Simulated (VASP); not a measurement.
Here is a VASP 6.6.1 calculation.

INCAR

```
SYSTEM = BN
PREC = Accurate
ENCUT = 600
EDIFF = 1E-7
ISMEAR = 0
SIGMA = 0.03
LREAL = .FALSE.
LASPH = .TRUE.
NELM = 80
ALGO = Normal
ISIF = 4
LWAVE = .FALSE.
LCHARG = .FALSE.
GGA = PS
IBRION = 2
NSW = 40
EDIFFG = -0.01
```

File KPOINTS:

```
Automatic mesh
0
G
  12 12 4
  0 0 0
```

The input POSCAR:

```
BN                                      
1.0
    2.5540753605      0.0000000000      0.0000000000
   -1.2770376803      2.2118941454      0.0000000000
    0.0000000000      0.0000000000      7.0058265766
  B               N             
     2     2
Direct
     0.3333333332999970    0.6666666667000030    0.2500000000000000
     0.6666666667000030    0.3333333332999970    0.7500000000000000
     0.3333333332999970    0.6666666667000030    0.7500000000000000
     0.6666666667000030    0.3333333332999970    0.2500000000000000
```

Potentials or basis: VASP PAW PBE potentials, release 64 (B, N).

The run is started by

```sh
$ cat potpaw_PBE.64/B/POTCAR potpaw_PBE.64/N/POTCAR > POTCAR
$ mpirun -np 1 vasp_std > vasp.out
```

Task: Predict the energy gained by relaxing.

Result: 21.4 meV/atom.

Task: Predict the band gap on the k mesh.

Result: 4.32 eV, indirect (least direct gap 4.60 eV).

Final structure:
```
CELL_PARAMETERS angstrom
2.50597 0.00000 0.00000
-1.25298 2.17023 0.00000
0.00000 0.00000 7.27740
ATOMIC_POSITIONS crystal
B 0.33333 0.66667 0.25000
B 0.66667 0.33333 0.75000
N 0.33333 0.66667 0.75000
N 0.66667 0.33333 0.25000
```

 A k mesh can miss the band edges.
